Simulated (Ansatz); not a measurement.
# HfC (zincblende): a single-point run

The task is a single-point run on HfC (zincblende). The structure is shown as the input types it.

Program: Ansatz 0.2.0. Level of theory: DFT PBE, scalar-relativistic, plane waves, PAW. These are calculated values, not measurements.

1 further run of the same task is left out (it didn't finish).

## Step 1: The structure to begin with

Symmetry: F-43m, No. 216, cubic system. The conventional cell has a = 5.044 Å, b = 5.044 Å, c = 5.044 Å, α = 90.00°, β = 90.00°, γ = 90.00°. Around Hf (site symmetry -43m) lie 4 C at 2.18 Å. Around C (site symmetry -43m) lie 4 Hf at 2.18 Å.

Structure file:

```cif
data_structure
_symmetry_space_group_name_H-M 'P 1'
_symmetry_Int_Tables_number 1
_cell_length_a 3.5668
_cell_length_b 3.5668
_cell_length_c 3.5668
_cell_angle_alpha 60.000
_cell_angle_beta 60.000
_cell_angle_gamma 60.000
_cell_volume 32.09
loop_
_atom_site_label
_atom_site_type_symbol
_atom_site_fract_x
_atom_site_fract_y
_atom_site_fract_z
_atom_site_occupancy
Hf1 Hf 0.00000 0.00000 0.00000 1
C1 C 0.25000 0.25000 0.25000 1
```

## Step 2: Input and run

Input file input.yaml:

```yaml
crystal:
  lattice:
    - [0.0, 2.5221072291, 2.5221072291]
    - [2.5221072291, 0.0, 2.5221072291]
    - [2.5221072291, 2.5221072291, 0.0]
  atoms:
    - { symbol: Hf, position: [0.0, 0.0, 0.0] }
    - { symbol: C, position: [0.25, 0.25, 0.25] }
basis:
  ecutwfc: 420
  ecutrho_ratio: 4
kpoints:
  mp_grid: { grid: [12, 12, 12] }
hamiltonian:
  xc: pbe
scf:
  occupations: { method: gaussian, width: 0.05 }
  max_iter: [1, 2]
output:
  forces: true
  stress: true
```

Started as:

```
> ansatz run input.yaml --threads 2 --pin off --max-ram 2662MiB --backend cpu --events-out ev --progress --plain --runs-dir out
```

**Question.** How will this run end, and is anything wrong with its input?

The program refused the input before any cycle. It says: «line 18 column 13: expected string scalar»

The suspect setting: scf.max_iter is [1, 2]. The parser can't turn the typed value into what the key holds.

What to do: delete scf.max_iter (the default then holds).
